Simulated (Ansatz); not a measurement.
## Structure optimisation: boron, bcc

Theory: DFT, PBE, plane waves (420 eV) with PAW, scalar-relativistic (Ansatz 0.2.0).

k-point mesh 18×18×18, Fermi-Dirac smearing 0.1 eV, no spin polarisation. Cell and atoms relax.

Starting structure:

```yaml
crystal:
  lattice:
    - [-1.1789190289, 1.1789190289, 1.1789190289]
    - [1.1789190289, -1.1789190289, 1.1789190289]
    - [1.1789190289, 1.1789190289, -1.1789190289]
  atoms:
    - { symbol: B, position: [0.0, 0.0, 0.0] }
hamiltonian:
  xc: pbe
  pseudopotentials:
    kind: paw
    azcp:
      B: "pseudopotentials/B.paw.azcp"
basis:
  ecutwfc: 420
  fft_grid_basis: typed
kpoints:
  mp_grid: { grid: [18, 18, 18], shift: [0, 0, 0] }
magnetization:
  spin_polarized: false
scf:
  occupations: { method: fermi_dirac, width: 0.1 }
relax:
  max_steps: 60
  f_tol: 0.01
  cell: {}
```

What cell does the relaxation end in?

Im-3m with a = 2.308 Å; 6.15 Å³ per atom against 6.55 at the start (-6.2 %).

How much energy does the relaxation gain?

16.9 meV per atom.
